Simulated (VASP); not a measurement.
Runs of VASP 6.6.1 on Na2S. Symmetry: Fm-3m, No. 225, cubic system. Conventional cell: a = 6.501 Å, b = 6.501 Å, c = 6.501 Å, α = 90.00°, β = 90.00°, γ = 90.00°. Na (site symmetry -43m) is surrounded by 4 S at 2.82 Å. S (site symmetry m-3m) has 8 Na at 2.82 Å as nearest neighbours. 

| task | cell | k mesh | cutoff (eV) | smearing | gap on the mesh (eV) | pressure (GPa) | relaxed volume (Å³/atom) |
| --- | --- | --- | --- | --- | --- | --- | --- |
| single point | cell and atoms relaxed tightly for response | 8 × 8 × 8 | 520 | gaussian 0.01 eV | 2.42 | 0.1 | - |
| single point | Fm-3m, 22.9 Å³/atom | 8 × 8 × 8 | 520 | gaussian 0.02 eV | 2.42 | 0.1 | - |
| relaxation of cell and atoms | relaxed | 8 × 8 × 8 | 600 | gaussian 0.02 eV | 2.41 | 0.0 | (a) |
| single point | Fm-3m, 23.39 Å³/atom | 6 × 6 × 6 | 520 | gaussian 0.1 eV | 2.36 | -0.5 | - |
| relaxation of cell and atoms | relaxed from: cell and atoms relaxed tightly for response | 8 × 8 × 8 | 600 | gaussian 0.01 eV | 2.42 | 0.0 | (b) |

Alike in all rows: level PBEsol; potentials or basis VASP PAW PBE potentials, release 64 (Na_pv, S); no spin polarisation.

Question: Fill in the values left out.

Answer: (a) 22.96; (b) 22.95.

Caveats: the PAW data sets were made with another functional, which shifts forces and pressure a little.

A k mesh can miss the band edges.
